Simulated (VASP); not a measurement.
Wanted: the native input for a VASP 6.6.1 run.

```
Task                   : relaxation of cell and atoms
Functional             : LDA
Potentials or basis    : VASP PAW LDA potentials, release 64 (C)
Cutoff                 : 520 eV
k mesh                 : 14 × 14 × 14
Occupations            : gaussian, width 0.02 eV
Spin                   : no spin polarisation
Further INCAR settings : ALGO = Normal; EDIFF = 1e-07; IBRION = 2; EDIFFG = -0.002; NSW = 80; ISIF = 3
```

The structure of C lies in POSCAR:

```
C                                       
1.0
    0.0000000000      1.7677863502      1.7677863502
    1.7677863502      0.0000000000      1.7677863502
    1.7677863502      1.7677863502      0.0000000000
  C             
     2
Direct
     1.0000000000000000    1.0000000000000000    1.0000000000000000
     0.2500000000000000    0.2500000000000000    0.2500000000000000
```

This isn't the form of C at room conditions, which is graphite.

One way to write it, as run:

INCAR

```
SYSTEM = C
  ALGO = Normal
  EDIFF = 1E-7
  EDIFFG = -0.002
  ENCUT = 520
  IBRION = 2
  ISIF = 3
  ISMEAR = 0
  LASPH = .TRUE.
  LCHARG = .FALSE.
  LREAL = .FALSE.
  LWAVE = .FALSE.
  NELM = 100
  NSW = 80
  PREC = Accurate
  SIGMA = 0.02
```

KPOINTS

```
k-points
0
G
  14 14 14
  0 0 0
```

Potentials or basis: VASP PAW LDA potentials, release 64 (C).

Launch:

```sh
$ cat potpaw_LDA.64/C/POTCAR > POTCAR
$ mpirun -np 1 vasp_std > vasp.out
```

It gave:

The relaxed volume is 5.53 Å³/atom, the relaxed cell is a = 2.500 Å, b = 2.500 Å, c = 2.500 Å, α = 60.00°, β = 60.00°, γ = 60.00° and the space group after relaxing (to 0.05 Å) is Fd-3m (No. 227). The energy gained by relaxing is 0.0 meV/atom and the ionic steps are 3. The pressure after relaxing is 0.0 GPa. The band gap on the k mesh is 4.16 eV, indirect (least direct gap 5.62 eV).

Run time: 11 s on 1 thread of AMD EPYC 7R13 Processor (Zen 3), on a shared host, peak memory 0.08 GiB.
